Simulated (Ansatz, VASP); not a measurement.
# One calculation of Si, 3 ways

The starting cell:

```
Si
1.0
     0.00000    2.72185    2.72185
     2.72185    0.00000    2.72185
     2.72185    2.72185    0.00000
Si
2
Direct
  0.50000 0.50000 0.50000
  0.75000 0.75000 0.75000
```

Alike in all runs: task relaxation of cell and atoms; functional PBE; dispersion D3(BJ); k mesh 8 × 8 × 8; occupations fermi-dirac, width 0.05 eV; no spin polarisation; no spin-orbit coupling.

| program and potentials | plane-wave cutoff (eV) | notes | equilibrium volume (Å³/atom) |
| --- | --- | --- | --- |
| Ansatz, Ansatz PAW | 420 | - | 19.92 |
| Ansatz, all-electron LAPW, scalar-relativistic | - | - | 19.91 |
| VASP, PBE PAW files Si, 600 eV | 600 | - | 19.90 |

The equilibrium volume spans 19.90 (VASP, PBE PAW files Si, 600 eV) to 19.92 Å³/atom (Ansatz, Ansatz PAW), with all-electron results at 19.91. Relaxations stop with a little pressure left, so the last digit of a volume isn't settled.

The functional is the same throughout but for its coding, so the spread measures potentials, basis and numerics; runs on potential files found faulty are left out.
